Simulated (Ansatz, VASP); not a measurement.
**Two plane-wave programs on H2Pb**

The input INCAR:

```
SYSTEM = H2Pb
  PREC = Accurate
  ENCUT = 600
  EDIFF = 1E-6
  ISMEAR = -1
  SIGMA = 0.05
  LREAL = .False.
  LASPH = .True.
  NELM = 100
  ALGO = Normal
  ISIF = 3
  LWAVE = .False.
  LCHARG = .False.
  GGA = PE
  IBRION = 2
  NSW = 100
  EDIFFG = -0.005
```

File KPOINTS:

```
Automatic mesh
0
Gamma
  11 11 6
  0 0 0
```

The input POSCAR:

```
H2Pb
1.0
    3.3283026522      0.0000000000      0.0000000000
   -1.6641513261      2.8823946483      0.0000000000
    0.0000000000      0.0000000000      5.3252842436
Pb H
1 2
Direct
    0.0000000000      0.0000000000      0.0000000000
    0.3333333333      0.6666666667      0.2500000000
    0.6666666667      0.3333333333      0.7500000000
```

Input for Ansatz:

```yaml
crystal:
  lattice:
    - [3.3283026522, 0.0, 0.0]
    - [-1.6641513261, 2.8823946483, 0.0]
    - [0.0, 0.0, 5.3252842436]
  atoms:
    - { symbol: Pb, position: [0.0, 0.0, 0.0] }
    - { symbol: H, position: [0.3333333333, 0.6666666667, 0.25] }
    - { symbol: H, position: [0.6666666667, 0.3333333333, 0.75] }
kpoints:
  mp_grid: { grid: [11, 11, 6] }
scf:
  occupations: { method: fermi_dirac, width: 0.05 }
hamiltonian:
  xc: pbe
  pseudopotentials: { kind: paw }
output:
  forces: true
  stress: true
relax:
  f_tol: 0.005
  max_steps: 80
  cell: {}
```

Alike in both runs: task relaxation of cell and atoms; functional PBE; k mesh 11 × 11 × 6; occupations fermi-dirac, width 0.05 eV; no spin polarisation.

|  | VASP | Ansatz |
| --- | --- | --- |
| version | VASP 6.6.1 | Ansatz 0.2.0 |
| potentials or method | VASP PAW PBE potentials, release 64 (Pb_d, H) | PAW with Ansatz's default frozen-core files, scalar-relativistic |
| plane-wave cutoff (eV) | 600 | 420 |
| valence electrons in the cell | 16 | 16 |

VASP gave:

```
relaxed volume (Å³/atom)                                     : 14.76
relaxed cell length with the largest relative difference (Å) : 3.641
energy change over the relaxation (meV/atom)                 : -231
```

Question: Estimate Ansatz's values.

Answer: Relaxed volume (Å³/atom): 14.79; relaxed cell length with the largest relative difference (Å): 3.644; energy change over the relaxation (meV/atom): -233.

The runs have no spin-orbit coupling, so splittings on Pb are missing.
